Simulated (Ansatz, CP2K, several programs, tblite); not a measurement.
Energy against volume for a 2-atom cell of BeS started from a crystallographic database, at fixed shape and fractional coordinates, computed by several methods (PBE and r2SCAN, where shown, with plane waves in Ansatz); the cell shown is that of r2SCAN. It is cubic, F-43m (No. 216); a = 4.869 Å in the conventional setting, 14.43 Å³ an atom. Around Be lie 4 S at 2.11 Å; around S lie 4 Be at 2.11 Å. The values are computed, spin-unpolarised, and not measurements. Energies count from each curve's lowest point; fits are third-order Birch-Murnaghan.

```yaml
crystal:
  lattice:
    - [0.00000, 2.43431, 2.43431]
    - [2.43431, 0.00000, 2.43431]
    - [2.43431, 2.43431, 0.00000]
  atoms:
    - { symbol: Be, position: [0.00000, 0.00000, 0.00000] }
    - { symbol: S, position: [0.25000, 0.25000, 0.25000] }
```

PBE/SZV (CP2K), on the shape of the cell shown:
```
V (Å³/atom)  E (meV/atom)
     12.694        364.31
     13.560        207.27
     14.425         97.49
     15.291         22.57
     16.156          0.00
```
The lowest point is an end point, so the minimum isn't bracketed.

Question: GFN2-xTB (tblite), on the shape of the cell shown, as a cluster of 64 atoms at the zone centre, gives
```
V (Å³/atom)  E (meV/atom)
     12.694        168.89
     13.560         71.28
     14.425         18.92
     15.291          0.00
     16.156          5.83
```
What equilibrium volume and bulk modulus follow?

Answer: V₀ = 15.48 Å³ an atom and B₀ = 76 GPa.

GFN1-xTB (tblite), on the shape of the cell shown, as a cluster of 64 atoms at the zone centre:
```csv
V (Å³/atom),E (meV/atom)
12.694,87.24
13.560,19.75
14.425,0.00
15.291,14.97
16.156,55.44
```
V₀ = 14.44 Å³ an atom and B₀ = 106 GPa.

PBE/DZVP (CP2K), on the shape of the cell shown:
```tsv
V (Å³/atom)	E (meV/atom)
12.694	99.23
13.560	29.27
14.425	0.00
15.291	1.35
16.156	57.05
```
The points scatter about a smooth fit, a numerical artefact, so no fit is quoted.

r2SCAN, on the shape of its own relaxed cell:
```tsv
V (Å³/atom)	E (meV/atom)
13.560	17.43
13.993	4.15
14.425	0.00
14.858	3.77
15.291	14.40
```
V₀ = 14.43 Å³ an atom and B₀ = 97 GPa.
